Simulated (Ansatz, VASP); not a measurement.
K: VASP beside Ansatz

The input INCAR:

```
PREC     = Accurate       # precision mode
ENCUT    = 520            # plane-wave cutoff, eV
EDIFF    = 1E-6           # SCF threshold, eV
ISMEAR   = 0              # smearing method
SIGMA    = 0.15           # smearing width, eV
LREAL    = False          # projectors in reciprocal space
LASPH    = True           # aspherical terms in the spheres
NELM     = 80             # most SCF steps
ALGO     = Fast           # electronic algorithm
ISIF     = 2              # what is computed and relaxed
LWAVE    = False          # write WAVECAR
LCHARG   = False          # write CHGCAR
GGA      = PS             # functional
NBANDS   = 10             # bands
```

File KPOINTS:

```
regular mesh
0
Gamma
  12 12 12
```

The input POSCAR:

```
K
1.0
    4.3129418456     -0.1030395663     -0.1030395663
   -0.1030395663      4.3129418456     -0.1030395663
   -0.1030395663     -0.1030395663      4.3129418456
K
1
Direct
    0.0000000000      0.0000000000      0.0000000000
```

Input for Ansatz:

```yaml
crystal:
  lattice:
    - [4.3129418456, -0.1030395663, -0.1030395663]
    - [-0.1030395663, 4.3129418456, -0.1030395663]
    - [-0.1030395663, -0.1030395663, 4.3129418456]
  atoms:
    - { symbol: K, position: [0.0, 0.0, 0.0] }
basis:
  ecutwfc: 420
kpoints:
  mp_grid: { grid: [12, 12, 12] }
hamiltonian:
  xc: pbesol
scf:
  occupations: { method: gaussian, width: 0.15 }
output:
  forces: true
  stress: true
  eigenvalues: true
```

Alike in both runs: task single point; functional PBEsol; k mesh 12 × 12 × 12; occupations gaussian, width 0.15 eV; no spin polarisation.

|  | VASP | Ansatz |
| --- | --- | --- |
| version | VASP 6.6.1 | Ansatz 0.2.0 |
| potentials or method | VASP PAW PBE potentials, release 64 (K_sv) | scalar-relativistic, plane waves, PAW |
| plane-wave cutoff (eV) | 520 | 420 |
| valence electrons in the cell | 9 | 9 |

Ansatz gave:

- gap on the k mesh at the Fermi level (eV): none
- pressure (GPa): -0.1
- largest component of the traceless stress (GPa): 0.06

Problem. Which values does VASP return?

Solution. gap on the k mesh at the Fermi level (eV): none; pressure (GPa): -0.2; largest component of the traceless stress (GPa): 0.06.

A gap of «none» marks a metal or a gap that the smearing closes. The functional is the same, so the differences come from potentials, cutoffs and numerics.

Caveats: the PAW data sets were made with another functional, which shifts forces and pressure a little (VASP).
